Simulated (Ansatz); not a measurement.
I need a single point from an input typed as a dict of TlCl, space group Pm-3m. Use Ansatz 0.2.0, Python API. Use: r2SCAN, PAW, cutoff 600 eV, 5×5×5 k-points, fixed occupations.

```
Tl Cl
1.0
     3.83400    0.00000    0.00000
     0.00000    3.83400    0.00000
     0.00000    0.00000    3.83400
Tl Cl
1 1
Direct
  0.00000 0.00000 0.00000
  0.50000 0.50000 0.50000
```

`run_deck.py`
```python
import ansatz as az

settings = {
    'crystal': {
        'lattice': [[3.834, 0.0, 0.0], [0.0, 3.834, 0.0], [0.0, 0.0, 3.834]],
        'atoms': [
            {'symbol': 'Tl', 'position': [0.0, 0.0, 0.0]},
            {'symbol': 'Cl', 'position': [0.5, 0.5, 0.5]},
        ],
    },
    'kpoints': {'mp_grid': {'kspacing': 0.4}},
    'hamiltonian': {'xc': 'r2scan'},
    'scf': {'occupations': {'method': 'fixed'}},
    'basis': {'ecutwfc': 600},
    'output': {'stress': True, 'eigenvalues': True},
}

out = az.Session.from_dict(settings).plan().execute()
data = out.report

energy = data['free_energy_ev']
print('F of the TlCl cell: {:.6f} eV = {:.6f} Ry = {:.6f} Ha'.format(energy, energy / 13.605693, energy / 27.211386))
print('Fermi level {:.4f} eV, {} k-points, {} symmetry operations'.format(data['fermi_energy_ev'], data['n_kpoints'], data['n_symmetry_ops']))

fermi = data['fermi_energy_ev']
print('levels less the Fermi level (eV) at the first k-points (first spin channel where there are two)')
for k, levels in list(zip(data['kpoints_frac'], data['eigenvalues_ev']))[:3]:
    print('k = ({:.3f}, {:.3f}, {:.3f})'.format(*k))
    print('   ', ' '.join(f'{e - fermi:.3f}' for e in levels))

edges = data.get('band_edges_ev')
if edges:
    print(f'band edges on the mesh: {edges[0]:.3f} and {edges[1]:.3f} eV, gap {edges[1] - edges[0]:.3f} eV')
else:
    print('no band edges reported (a metal, or a gap too narrow for this smearing); Fermi level', round(data['fermi_energy_ev'], 3), 'eV')

used = data['setup']
print('cutoffs (eV):', used['ecut_ev'], used['ecutrho_ev'], ' FFT grid:', used['fft_dense'])
print('cell volume {:.3f} A^3, {} symmetry operations'.format(used['cell_volume_ang3'], used['n_sym_ops']))
```

`python run_deck.py` gives:
```text
F of the TlCl cell: -12544.456248 eV = -922.000537 Ry = -461.000268 Ha
Fermi level 4.6323 eV, 10 k-points, 48 symmetry operations
levels less the Fermi level (eV) at the first k-points (first spin channel where there are two)
k = (0.000, 0.000, 0.000)
    -14.127 -10.031 -10.031 -9.780 -9.780 -9.780 -4.212 -1.328 -1.328 -1.328 8.594 8.594 8.633 8.633
k = (0.000, 0.000, 0.200)
    -14.044 -10.026 -9.970 -9.808 -9.808 -9.778 -4.593 -1.188 -1.188 -0.944 5.895 8.168 8.168 8.835
k = (0.000, 0.000, 0.400)
    -13.903 -10.018 -9.876 -9.853 -9.853 -9.774 -5.134 -0.945 -0.945 0.000 3.303 7.437 7.437 9.397
band edges on the mesh: 4.632 and 7.935 eV, gap 3.303 eV
cutoffs (eV): 600.0 2400.0  FFT grid: [32, 32, 32]
cell volume 56.358 A^3, 48 symmetry operations
```

Total energies depend on the potentials; only differences at equal settings carry meaning. A total without «per atom» is that of the cell as typed. Along an axis with an odd division the mesh misses the point at one half; a gap read on a finite mesh is an upper bound on this functional's gap. Spin-orbit coupling, left out here, can change this gap by several tenths of an eV, and inverted bands can meet off the mesh. The Fermi level of a run with fixed occupations marks the highest occupied state on its mesh, not mid-gap. An absolute Fermi energy rests on an arbitrary zero of the periodic potential and has no direct meaning. Of the deposited cell: the entry's cell lengths or inner coordinates differ somewhat from later room-temperature determinations. The starting cell is as deposited in a crystallographic database; the results hold for this polymorph, which needn't be the stable one. Gaps and levels are Kohn-Sham values on a finite set of k-points, without spin-orbit coupling. It ran for 2 s on 1 thread of Intel(R) Xeon(R) Platinum 8488C (Sapphire Rapids), with other jobs on the host, peak memory 0.49 GiB.
